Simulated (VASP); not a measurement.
# LiH (Pm-3m) in VASP: further runs, part 2 of 2

VASP 6.6.1.

## Step 4: Band structure, PBE

INCAR

```
PREC     = Accurate       # precision mode
ENCUT    = 900            # plane-wave cutoff, eV
EDIFF    = 1E-6           # SCF threshold, eV
ISMEAR   = -1             # smearing method
SIGMA    = 0.05           # smearing width, eV
LREAL    = F              # projectors in reciprocal space
LASPH    = T              # aspherical terms in the spheres
NELM     = 80             # most SCF steps
ALGO     = Normal         # electronic algorithm
ISIF     = 2              # what is computed and relaxed
LWAVE    = F              # write WAVECAR
LCHARG   = F              # write CHGCAR
GGA      = PE             # functional
NBANDS   = 9              # bands
```

KPOINTS

```
regular mesh
0
Gamma
  11 11 11
```

POSCAR

```
LiH
1.0
    2.5069900000      0.0000000000      0.0000000000
    0.0000000000      2.5069900000      0.0000000000
    0.0000000000      0.0000000000      2.5069900000
Li H
1 1
Direct
    0.5000000000      0.5000000000      0.5000000000
    0.0000000000      0.0000000000      0.0000000000
```

KPOINTS_OPT

```
path GXMGRX,MR
20
line-mode
reciprocal
 0.0000000000  0.0000000000  0.0000000000  G
 0.0000000000  0.5000000000  0.0000000000  X

 0.0000000000  0.5000000000  0.0000000000  X
 0.5000000000  0.5000000000  0.0000000000  M

 0.5000000000  0.5000000000  0.0000000000  M
 0.0000000000  0.0000000000  0.0000000000  G

 0.0000000000  0.0000000000  0.0000000000  G
 0.5000000000  0.5000000000  0.5000000000  R

 0.5000000000  0.5000000000  0.5000000000  R
 0.0000000000  0.5000000000  0.0000000000  X

 0.5000000000  0.5000000000  0.0000000000  M
 0.5000000000  0.5000000000  0.5000000000  R
```

Potentials or basis: VASP PAW PBE potentials, release 64 (Li_sv, H_h).

Started as:

```console
cat potpaw_PBE.64/Li_sv/POTCAR potpaw_PBE.64/H_h/POTCAR > POTCAR
mpirun -np 1 vasp_std > vasp.out
```

OUTCAR:

```text
PREC = Accurate
   ENCUT = 900
   EDIFF = 1E-6
   ISMEAR = -1
   LREAL = F
   LASPH = T
   NELM = 80
   ISIF = 2
   GGA = PE

 ion  position               nearest neighbor table
   1  0.500  0.500  0.500-
   2  0.000  0.000  0.000-

  LATTYP: Found a simple cubic cell.
 ALAT       =     2.5069900000

  Lattice vectors:

[... 470 lines left out ...]
      7      23.5503      0.00000
      8      25.7044      0.00000
      9      28.3352      0.00000

 [... further k-points ...]

------------------------ aborting loop because EDIFF is reached ----------------------------------------

  FORCE on cell =-STRESS in cart. coord.  units (eV):
  Direction    XX          YY          ZZ          XY          YZ          ZX
  --------------------------------------------------------------------------------------
  -------------------------------------------------------------------------------------
  Total       -0.0165629     -0.0165629     -0.0165629      0.0000000      0.0000000     -0.0000000
  in kB       -1.6841855     -1.6841855     -1.6841855      0.0000000      0.0000000     -0.0000000
  external PRESSURE =      -1.6841855 kB  Pullay stress =       0.0000000 kB

 VOLUME and BASIS-vectors are now :
 -----------------------------------------------------------------------------
  energy-cutoff  :      900.00
  volume of cell :       15.76
      direct lattice vectors                 reciprocal lattice vectors
     2.506990000  0.000000000  0.000000000     0.398884718  0.000000000  0.000000000
     0.000000000  2.506990000  0.000000000     0.000000000  0.398884718  0.000000000
     0.000000000  0.000000000  2.506990000     0.000000000  0.000000000  0.398884718

 POSITION                                       TOTAL-FORCE (eV/Angst)
 -----------------------------------------------------------------------------------
      1.25350      1.25350      1.25350         0.000000      0.000000      0.000000
      0.00000      0.00000      0.00000         0.000000      0.000000      0.000000
 -----------------------------------------------------------------------------------
    total drift:                                0.000000      0.000000      0.000000

  FREE ENERGIE OF THE ION-ELECTRON SYSTEM (eV)
  ---------------------------------------------------
  free  energy   TOTEN  =        -5.6580418573 eV

  energy  without entropy=       -5.6580416203  energy(sigma->0) =       -5.65804174
```

OSZICAR:

```text
N       E                     dE             d eps       ncg     rms          rms(c)
DAV:   1     0.404802855126E+01    0.40480E+01   -0.24641E+03  1008   0.576E+02
DAV:   2    -0.563943569376E+01   -0.96875E+01   -0.96646E+01  1445   0.835E+01
DAV:   3    -0.591220389448E+01   -0.27277E+00   -0.27205E+00  1186   0.123E+01
[... 23 lines left out ...]
DAV:   6    -0.506066898161E+04   -0.28129E-04     1197
DAV:   7    -0.506066898187E+04   -0.26057E-06      899
       N       E                     dE             ncg
DAV:   1     0.117804268952E+05   -0.30396E+04      144
DAV:   2     0.117195076820E+05   -0.60919E+02      158
DAV:   3     0.117123631565E+05   -0.71445E+01      181
DAV:   4     0.117117494489E+05   -0.61371E+00      153
DAV:   5     0.117117418051E+05   -0.76438E-02      157
DAV:   6     0.117117417791E+05   -0.25976E-04      150
DAV:   7     0.117117417789E+05   -0.17598E-06      100
```

stdout:

```text
POSCAR found type information on POSCAR LiH
 POSCAR found :  2 types and       2 ions
 scaLAPACK will be used
 LDA part: xc-table for (Slater+PW92), standard interpolation
 POSCAR, INCAR and KPOINTS ok, starting setup
 FFT: planning ... GRIDC
 FFT: planning ... GRID_SOFT
 FFT: planning ... GRID
 WAVECAR not read
 entering main loop
 Start KPOINTS_OPT (optional k-point list driver)
k-point batch [1-56\120]
k-point batch [57-112\120]
k-point batch [113-120\120]
```

Run time: 35 s. Hardware: 1 thread of AMD EPYC 7R13 (Zen 3), shared host; peak memory 0.13 GiB.

What came out:

```yaml
Free_energy: -5.6580 eV
Pressure: -0.2 GPa
Band_gap_along_the_path: 0.71 eV, indirect (least direct gap 4.21 eV)
```

Levels at the corners of the path, in eV from the valence-band top:
```csv
point,band 1,band 2,band 3,band 4,band 5,band 6,band 7
Γ,-48.10,-8.80,11.93,11.93,11.93,12.47,15.07
X,-48.04,-6.55,0.71,11.38,16.20,16.20,19.76
X,-48.04,-6.55,0.71,11.38,16.20,16.20,19.76
M,-48.00,-2.66,1.55,1.55,9.05,19.40,20.74
M,-48.00,-2.66,1.55,1.55,9.05,19.40,20.74
Γ,-48.10,-8.80,11.93,11.93,11.93,12.47,15.07
Γ,-48.10,-8.80,11.93,11.93,11.93,12.47,15.07
R,-47.95,0.00,6.41,6.41,6.41,8.75,8.75
R,-47.95,0.00,6.41,6.41,6.41,8.75,8.75
X,-48.04,-6.55,0.71,11.38,16.20,16.20,19.76
M,-48.00,-2.66,1.55,1.55,9.05,19.40,20.74
R,-47.95,0.00,6.41,6.41,6.41,8.75,8.75
```

## Step 5: Band structure, PBE

INCAR is that of step 4.

KPOINTS is that of step 4.

POSCAR is that of step 4.

KPOINTS_OPT is that of step 4.

Potentials or basis: VASP PAW PBE potentials, release 64 (Li_sv, H_s).

Started as:

```console
cat potpaw_PBE.64/Li_sv/POTCAR potpaw_PBE.64/H_s/POTCAR > POTCAR
mpirun -np 1 vasp_std > vasp.out
```

It took 34 s on 1 thread of AMD EPYC 7R13 (Zen 3), shared host; peak memory 0.14 GiB.

The run converged. Its results:

- Free energy: -5.6587 eV
- Pressure: -0.1 GPa
- Band gap along the path: 0.71 eV, indirect (least direct gap 4.21 eV)

Levels at the corners of the path, in eV from the valence-band top:
```csv
point,band 1,band 2,band 3,band 4,band 5
Γ,-48.10,-8.80,11.93,11.93,11.93
X,-48.04,-6.55,0.71,11.38,16.20
X,-48.04,-6.55,0.71,11.38,16.20
M,-48.00,-2.66,1.55,1.55,9.05
M,-48.00,-2.66,1.55,1.55,9.05
Γ,-48.10,-8.80,11.93,11.93,11.93
Γ,-48.10,-8.80,11.93,11.93,11.93
R,-47.95,0.00,6.41,6.41,6.41
R,-47.95,0.00,6.41,6.41,6.41
X,-48.04,-6.55,0.71,11.38,16.20
M,-48.00,-2.66,1.55,1.55,9.05
R,-47.95,0.00,6.41,6.41,6.41
```

## Step 6: Band structure, PBE

INCAR is that of step 5.

KPOINTS is that of step 5.

POSCAR is that of step 5.

KPOINTS_OPT is that of step 5.

Potentials or basis: VASP PAW PBE potentials, release 54 (Li_sv, H).

Started as:

```console
cat potpaw_PBE.54/Li_sv/POTCAR potpaw_PBE.54/H/POTCAR > POTCAR
mpirun -np 1 vasp_std > vasp.out
```

OUTCAR:

```text
PREC = Accurate
   ENCUT = 900
   EDIFF = 1E-6
   ISMEAR = -1
   LREAL = F
   LASPH = T
   NELM = 80
   ISIF = 2
   GGA = PE

 ion  position               nearest neighbor table
   1  0.500  0.500  0.500-
   2  0.000  0.000  0.000-

  LATTYP: Found a simple cubic cell.
 ALAT       =     2.5069900000

  Lattice vectors:

 A1 = (   2.5069900000,   0.0000000000,   0.0000000000)
 A2 = (   0.0000000000,   2.5069900000,   0.0000000000)
 A3 = (   0.0000000000,   0.0000000000,   2.5069900000)

Analysis of symmetry for initial positions (statically):
=====================================================================
 Subroutine PRICEL returns:
 Original cell was already a primitive cell.

 Routine SETGRP: Setting up the symmetry group for a
 simple cubic supercell.

 Subroutine GETGRP returns: Found 48 space group operations
 (whereof 48 operations were pure point group operations)
 out of a pool of 48 trial point group operations.

The static configuration has the point symmetry O_h .

Analysis of symmetry for dynamics (positions and initial velocities):
=====================================================================
 Subroutine PRICEL returns:
 Original cell was already a primitive cell.

 Routine SETGRP: Setting up the symmetry group for a
 simple cubic supercell.

 Subroutine GETGRP returns: Found 48 space group operations
 (whereof 48 operations were pure point group operations)
 out of a pool of 48 trial point group operations.

The dynamic configuration has the point symmetry O_h .

 Subroutine INISYM returns: Found 48 space group operations
 (whereof 48 operations are pure point group operations),
 and found     1 'primitive' translations

----------------------------------------------------------------------------------------

                                     Primitive cell

  volume of cell :      15.7564

  direct lattice vectors                    reciprocal lattice vectors
     2.506990000  0.000000000  0.000000000     0.398884718  0.000000000  0.000000000
     0.000000000  2.506990000  0.000000000     0.000000000  0.398884718  0.000000000
     0.000000000  0.000000000  2.506990000     0.000000000  0.000000000  0.398884718

  length of vectors
     2.506990000  2.506990000  2.506990000     0.398884718  0.398884718  0.398884718

  position of ions in fractional coordinates (direct lattice)
     0.500000000  0.500000000  0.500000000
     0.000000000  0.000000000  0.000000000

  ion indices of the primitive-cell ions
   primitive index   ion index
                 1           1
                 2           2

----------------------------------------------------------------------------------------

 KPOINTS: regular mesh

Automatic generation of k-mesh.
 Grid dimensions read from file:
 generate k-points for:   11   11   11

 Generating k-lattice:

  Cartesian coordinates                     Fractional coordinates (reciprocal lattice)
     0.036262247  0.000000000  0.000000000     0.090909091  0.000000000  0.000000000
     0.000000000  0.036262247  0.000000000     0.000000000  0.090909091  0.000000000
     0.000000000  0.000000000  0.036262247     0.000000000  0.000000000  0.090909091

  Length of vectors
     0.036262247  0.036262247  0.036262247

  Shift w.r.t. Gamma in fractional coordinates (k-lattice)
     0.000000000  0.000000000  0.000000000

 Subroutine IBZKPT returns following result:
 ===========================================

 Found     56 irreducible k-points:

 Following reciprocal coordinates:
            Coordinates               Weight
  0.000000  0.000000  0.000000      1.000000
  0.090909  0.000000  0.000000      6.000000
  0.181818  0.000000  0.000000      6.000000
  0.272727  0.000000  0.000000      6.000000
  0.363636  0.000000  0.000000      6.000000
  0.454545  0.000000  0.000000      6.000000
[... 16 lines left out ...]
  0.181818  0.090909  0.090909     24.000000
  0.272727  0.090909  0.090909     24.000000
 [... further k-points ...]
   k-points           NKPTS =     56   k-points in BZ     NKDIM =     56   number of bands    NBANDS=      9
   number of dos      NEDOS =    301   number of ions     NIONS =      2
   total plane-waves  NPLWV =  21952
   dimension x,y,z NGX =    28 NGY =   28 NGZ =   28
   dimension x,y,z NGXF=    56 NGYF=   56 NGZF=   56
   ions per type =               1   1
   NGX,Y,Z   is equivalent  to a cutoff of  18.57, 18.57, 18.57 a.u.
   NGXF,Y,Z  is equivalent  to a cutoff of  37.14, 37.14, 37.14 a.u.
 SYSTEM =  unknown system
   PREC   = accura    normal or accurate (medium, high low for compatibility)
   ISTART =      0    job   : 0-new  1-cont  2-samecut
   ICHARG =      2    charge: 1-file 2-atom 10-const
   ISPIN  =      1    spin polarized calculation?
   LNONCOLLINEAR =      F non collinear calculations
   LSORBIT =      F    spin-orbit coupling
   LASPH  =      T    aspherical Exc in radial PAW
   ENCUT  =  900.0 eV  66.15 Ry    8.13 a.u.   6.13  6.13  6.13*2*pi/ulx,y,z
   NELM   =     80;   NELMIN=  2; NELMDL= -5     # of ELM steps
   EDIFF  = 0.1E-05   stopping-criterion for ELM
   LREAL  =      F    real-space projection
   EDIFFG = 0.1E-04   stopping-criterion for IOM
   NSW    =      0    number of steps for IOM
   IBRION =     -1    ionic relax: 0-MD 1-quasi-New 2-CG
   NFREE  =      0    steps in history (QN), initial steepest desc. (CG)
   ISIF   =      2    stress and relaxation
   ISYM   =      2    0-nonsym 1-usesym 2-fastsym
   POTIM  = 0.5000    time-step for ionic-motion
   TEBEG  =    0.0;   TEEND  =   0.0 temperature during run
   PSTRESS=    0.0 pullay stress
   NELECT =       4.0000    total number of electrons
   NUPDOWN=      -1.0000    fix difference up-down
   EMIN   =  10.00;   EMAX   =-10.00  energy-range for DOS
   EFERMI =   0.00;   METHOD = LEGACY
   ISMEAR =    -1;   SIGMA  =   0.05  broadening in eV -4-tet -1-fermi 0-gaus
   EFERMI_NEDOS =   21; number of points for ismear=-14 and -15
   IALGO  =     38    algorithm
   IMIX   =      4    mixing-type and parameters
     AMIX     =   0.40;   BMIX     =  1.00
     AMIX_MAG =   1.60;   BMIX_MAG =  1.00
  volume/ion in A,a.u.               =       7.88        53.16
  Fermi-wavevector in a.u.,A,eV,Ry     =   1.036594  1.958880 14.619843  1.074528
  Thomas-Fermi vector in A             =   2.170993
   LORBIT       =      0    0 simple, 1 ext, 2 COOP (PROOUT), +10 PAW based schemes
   GGA     = PE    functional components
   LHFCALC =     F    Hartree Fock is set to
   AEXX    =    0.0000 exact exchange contribution
   IVDW    =     0    specifies the selected vdW correction
   LEPSILON=     F    determine dielectric tensor
   LRPA    =     F    only Hartree local field effects (RPA)
 non-spin polarized calculation
  energy-cutoff  :      900.00
  volume of cell :       15.76
 maximum number of plane-waves:       983
 NGX is ok and might be reduce to    28
   NGX = 13   NGY = 13   NGZ = 13

 number of electron       3.9999999 magnetization

 Free energy of the ion-electron system (eV)
  ---------------------------------------------------
  ext. energy  EPLUGINS =         0.00000000
  ---------------------------------------------------
  free energy    TOTEN  =        -5.65877913 eV

  energy without entropy =       -5.65877890  energy(sigma->0) =       -5.65877901

 E-fermi :   3.7808     XC(G=0):  -8.6401

 val. band max:        3.2259230155   @ k =   0.4545   0.4545   0.4545
 cond. band min:       4.3689402070   @ k =   0.4545   0.0000   0.0000
 fundamental gap:      1.1430171915
 Fermi energy:         3.7807973088

 k-point     1 :       0.0000    0.0000    0.0000
  band No.  band energies     occupation
      1     -44.5968      2.00000
      2      -5.3040      2.00000
      3      15.4321      0.00000
      4      15.4321      0.00000
      5      15.4321      0.00000
      6      15.9684      0.00000
      7      18.5690      0.00000
      8      18.5690      0.00000
      9      35.0814      0.00000
[... 265 lines left out ...]
 k-point    24 :       0.2727    0.0909    0.0909
  band No.  band energies     occupation
      1     -44.5592      2.00000
      2      -3.9618      2.00000
      3       7.6635      0.00000
      4      13.6202      0.00000
      5      14.4973      0.00000
      6      18.7751      0.00000
      7      23.5500      0.00000
      8      25.7051      0.00000
      9      28.3361      0.00000

 [... further k-points ...]

------------------------ aborting loop because EDIFF is reached ----------------------------------------

  FORCE on cell =-STRESS in cart. coord.  units (eV):
  Direction    XX          YY          ZZ          XY          YZ          ZX
  --------------------------------------------------------------------------------------
  -------------------------------------------------------------------------------------
  Total       -0.0064869     -0.0064869     -0.0064869      0.0000000      0.0000000     -0.0000000
  in kB       -0.6596165     -0.6596165     -0.6596165      0.0000000      0.0000000     -0.0000000
  external PRESSURE =      -0.6596165 kB  Pullay stress =       0.0000000 kB

 VOLUME and BASIS-vectors are now :
 -----------------------------------------------------------------------------
  energy-cutoff  :      900.00
  volume of cell :       15.76
      direct lattice vectors                 reciprocal lattice vectors
     2.506990000  0.000000000  0.000000000     0.398884718  0.000000000  0.000000000
     0.000000000  2.506990000  0.000000000     0.000000000  0.398884718  0.000000000
     0.000000000  0.000000000  2.506990000     0.000000000  0.000000000  0.398884718

 POSITION                                       TOTAL-FORCE (eV/Angst)
 -----------------------------------------------------------------------------------
      1.25350      1.25350      1.25350         0.000000      0.000000      0.000000
      0.00000      0.00000      0.00000         0.000000      0.000000      0.000000
 -----------------------------------------------------------------------------------
    total drift:                                0.000000      0.000000      0.000000

  FREE ENERGIE OF THE ION-ELECTRON SYSTEM (eV)
  ---------------------------------------------------
  free  energy   TOTEN  =        -5.6587791307 eV

  energy  without entropy=       -5.6587788954  energy(sigma->0) =       -5.65877901
```

Run time: 31 s. Hardware: 1 thread of AMD EPYC 7R13 (Zen 3), shared host; peak memory 0.14 GiB.

What came out:

```yaml
Free_energy: -5.6588 eV
Pressure: -0.1 GPa
Band_gap_along_the_path: 0.71 eV, indirect (least direct gap 4.21 eV)
```

Levels at the corners of the path, in eV from the valence-band top:
```csv
point,band 1,band 2,band 3,band 4,band 5,band 6
Γ,-48.10,-8.80,11.93,11.93,11.93,12.47
X,-48.04,-6.55,0.71,11.38,16.20,16.20
X,-48.04,-6.55,0.71,11.38,16.20,16.20
M,-48.00,-2.66,1.55,1.55,9.05,19.40
M,-48.00,-2.66,1.55,1.55,9.05,19.40
Γ,-48.10,-8.80,11.93,11.93,11.93,12.47
Γ,-48.10,-8.80,11.93,11.93,11.93,12.47
R,-47.95,0.00,6.41,6.41,6.41,8.76
R,-47.95,0.00,6.41,6.41,6.41,8.76
X,-48.04,-6.55,0.71,11.38,16.20,16.20
M,-48.00,-2.66,1.55,1.55,9.05,19.40
R,-47.95,0.00,6.41,6.41,6.41,8.76
```

## Step 7: The reference run

An earlier run on the cell as given: functional PBE; potentials or basis VASP PAW PBE potentials, release 64 (Li_sv, H); cutoff 520 eV; k mesh 11 × 11 × 11; occupations fermi-dirac, width 0.05 eV; no spin polarisation.

- Band gap on the k mesh: 1.16 eV, indirect (least direct gap 4.68 eV)

## Step 8: Summary

```tsv
task	potentials or basis	cutoff (eV)	pressure (GPa)
band structure	VASP PAW PBE potentials, release 64 (Li_sv_GW, H_GW)	900	-0.1
band structure	VASP PAW PBE potentials, release 64 (Li_GW, H_GW)	900	0.1
band structure	VASP PAW PBE potentials, release 64 (Li_sv, H_h)	900	-0.2
band structure	VASP PAW PBE potentials, release 64 (Li_sv, H_s)	900	-0.1
band structure	VASP PAW PBE potentials, release 54 (Li_sv, H)	900	-0.1
single point	VASP PAW PBE potentials, release 64 (Li_sv, H)	520	-
```

Alike in all rows: level PBE; no spin polarisation; cell as given; k mesh 11 × 11 × 11; smearing fermi-dirac 0.05 eV.

Caveats: the cutoff is under 1.25 times the usual one of these potentials, so pressure, stress and relaxed cells hold a basis-set (Pulay) error (some runs); an odd mesh through Γ misses points on the zone boundary, where band edges often lie (some runs).

Total energies depend on the potentials used, so only differences within one code and one set of settings carry meaning.
